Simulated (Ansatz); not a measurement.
Gd:

```
Gd
1.0
    -2.02500    2.02500    2.02500
     2.02500   -2.02500    2.02500
     2.02500    2.02500   -2.02500
Gd
1
Direct
  0.00000 0.00000 0.00000
```

This isn't the form of Gd at room conditions, which is hcp.

Base run:

* Program: Ansatz 0.2.0
* Functional: r2SCAN
* Potentials or basis: Ansatz PAW
* Cutoff: 500 eV
* Density cutoff: 2000 eV
* k mesh: 9 × 9 × 9
* Occupations: fermi-dirac, width 0.05 eV
* Spin: non-collinear spin, ferromagnetic start, spin-orbit coupling
* Starting moments: [[4.95, 4.95, 0.0]] μB

Its results: band gap on the k mesh none (metal or under the smearing width); pressure 0.3 GPa; net moment 7.96 μB per cell.

The run is repeated on the same cell with these changes: functional from r2SCAN to PBEsol; cutoff from 500 eV to 420 eV; density cutoff from 2000 eV to 1680 eV. What comes out?

Band gap on the k mesh none (metal or under the smearing width); pressure -2.4 GPa; net moment 7.55 μB per cell.

Caveats: the PAW data sets come from PBE, with cores solved anew for the run's functional, which leaves a small shift of forces and pressure; the magnetic or orbital state may not be the lowest (some runs).

Not every run made on this cell is shown here.
